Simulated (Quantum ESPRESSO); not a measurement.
This Quantum ESPRESSO 7.5 run on Ge needs a look.

pw.in

```
&CONTROL
  calculation = 'scf'
  prefix = 'pwscf'
  outdir = './tmp'
  pseudo_dir = './pseudo'
  tprnfor = .true.
  tstress = .true.
  disk_io = 'nowf'
/
&SYSTEM
  ibrav = 0
  nat = 2
  ntyp = 1
  ecutwfc = 45
  ecutrho = 360
  nbnd = 21
  occupations = 'smearing'
  smearing = 'fd'
  degauss = 0.00367493
/
&ELECTRONS
  conv_thr = 4d-10
  electron_maxstep = 50
  mixing_beta = 0.5
/
ATOMIC_SPECIES
Ge    72.6300 X.missing.UPF
CELL_PARAMETERS angstrom
   0.0000000000    2.8289100000    2.8289100000
   2.8289100000    0.0000000000    2.8289100000
   2.8289100000    2.8289100000    0.0000000000
ATOMIC_POSITIONS crystal
Ge     0.7500000000    0.7500000000    0.7500000000
Ge     0.5000000000    0.5000000000    0.5000000000
K_POINTS automatic
8 8 8 0 0 0
```

Potentials or basis: GBRV 1.5 PBEsol.

Run with:

```bash
$ OMP_NUM_THREADS=1 mpirun -n 2 pw.x -nk 2 -in pw.in > pw.out
```

pw.out:

```text
This program is part of the open-source Quantum ESPRESSO suite
     for quantum simulation of materials; please cite
         "P. Giannozzi et al., J. Phys.:Condens. Matter 21 395502 (2009);
         "P. Giannozzi et al., J. Phys.:Condens. Matter 29 465901 (2017);
         "P. Giannozzi et al., J. Chem. Phys. 152 154105 (2020);
     in publications or presentations arising from this work. More details at

 %%%%%%%%%%%%%%%%%%%%%%%%%%%%%%%%%%%%%%%%%%%%%%%%%%%%%%%%%%%%%%%%%%%%%%%%%%%%%%
     Error in routine readpp (1):
     file ./pseudo/X.missing.UPF not found
 %%%%%%%%%%%%%%%%%%%%%%%%%%%%%%%%%%%%%%%%%%%%%%%%%%%%%%%%%%%%%%%%%%%%%%%%%%%%%%

     stopping ...

"abort". This may have caused other processes in the application to be
```

**Question.** How did it end, and where is the flaw?

**Answer.** The program refused the input. The input holds a flaw that was put in on purpose: missing potential file.
